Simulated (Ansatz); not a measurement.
**ZnS: moving Zn off its site**

ZnS, F-43m, a = 5.389 Å. The compound has several low-lying forms, and this is one of them. Ansatz: r2SCAN, PAW, 500 eV, Γ-centred 4×4×4 mesh on 8 atoms, Gaussian smearing 0.05 eV; no spin polarisation.

```yaml
crystal:
  lattice:
    - [5.38903, 0.00000, 0.00000]
    - [0.00000, -5.38903, 0.00000]
    - [0.00000, 0.00000, -5.38903]
  atoms:
    - { symbol: Zn, position: [0.00000, 0.00000, 0.00000] }
    - { symbol: Zn, position: [0.50000, 0.50000, 0.00000] }
    - { symbol: Zn, position: [0.50000, 0.00000, 0.50000] }
    - { symbol: Zn, position: [0.00000, 0.50000, 0.50000] }
    - { symbol: S, position: [0.75000, 0.75000, 0.75000] }
    - { symbol: S, position: [0.25000, 0.25000, 0.75000] }
    - { symbol: S, position: [0.25000, 0.75000, 0.25000] }
    - { symbol: S, position: [0.75000, 0.25000, 0.25000] }
```

Atom 1 (Zn) moves by x along the unit vector (0.707, -0.707, 0.000), with its periodic images; all else is held. y is the free energy of the cell over the start, F the force along the path summed over the moved atoms. Symmetry makes y even in x.

| x (Å) | y (meV) | F (eV/Å) |
| --- | --- | --- |
| -0.3000 | ? | ? |
| -0.1500 | 79.0 | 1.07 |
| 0.0000 | 0.0 | 0.00 |
| 0.0375 | 4.9 | -0.26 |
| 0.0750 | 19.5 | -0.52 |
| 0.1125 | 44.1 | -0.79 |
| 0.1875 | 124.7 | -1.37 |
| 0.2250 | 181.8 | -1.68 |
| 0.2625 | 250.9 | -2.01 |

Question: Fit y = c2 x² + c4 x⁴ to the energies of the other rows, give the force constant, and predict energy and force of the missing row.

Answer: Least squares on the rows shown. y = 3449.4 x² + 2785.7 x⁴. The force constant is 2 c2 = 6.90 eV/Å² (for all images moving together, not for a lone atom). The force −dy/dx at the missing row is 2.37 eV/Å (computed 2.37). At x = -0.3000 the fit asked for gives 333.0 meV. The run gave 333.0 meV, the same to the digits shown.

Cost: 9 runs of about 4.9 core-minutes in all, on Intel Xeon Processor @ 2.70GHz (shared hosts).